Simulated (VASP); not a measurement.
Here is a VASP 6.6.1 calculation.

run.py

```python
from ase.calculators.vasp import Vasp
from ase.dft.bandgap import bandgap
from ase.spacegroup import crystal

atoms = crystal(
    ['Yb'],
    basis=[[0.0, 0.0, 0.0]],
    spacegroup=225,
    setting=1,
    cellpar=[5.4862, 5.4862, 5.4862, 90.0, 90.0, 90.0],
    primitive_cell=True,
)
atoms.set_initial_magnetic_moments([1.0])
calc = Vasp(
    directory='calc',
    xc='lda',
    pp='PBE',
    setups='materialsproject',
    prec='Accurate',
    encut=520,
    ediff=1e-06,
    ismear=0,
    sigma=0.02,
    lreal=False,
    lasph=True,
    nelm=150,
    algo='Normal',
    isif=2,
    lwave=False,
    lcharg=False,
    ispin=2,
    lorbit=11,
    lmaxmix=6,
    kpts=[8, 8, 8],
    gamma=True,
)
atoms.calc = calc

print('energy (eV):', atoms.get_potential_energy())
print('free energy (eV):', atoms.get_potential_energy(force_consistent=True))
print('forces (eV/A):')
print(atoms.get_forces())
print('stress (eV/A^3, Voigt):', atoms.get_stress())
print('Fermi level (eV):', calc.get_fermi_level())
print('moment (muB):', atoms.get_magnetic_moment())
print('site moments (muB):', atoms.get_magnetic_moments())
gap, top, bottom = bandgap(calc)
print('band gap (eV):', gap, 'from (spin, k, band)', top, 'to', bottom)
```

Potentials or basis: VASP PAW PBE potentials, release 64 (Yb).

Command:

```console
$ python run.py
```

(1) Estimate the net moment.

(2) Predict the band gap on the k mesh.

Answers

(1) 0.02 μB per cell.

(2) none (metal or under the smearing width).

Caveat: ASE's xc='lda' writes no GGA tag, so the PBE potentials set the functional and the run is PBE; spin-orbit coupling is left out, which moves the levels of the heavy elements.
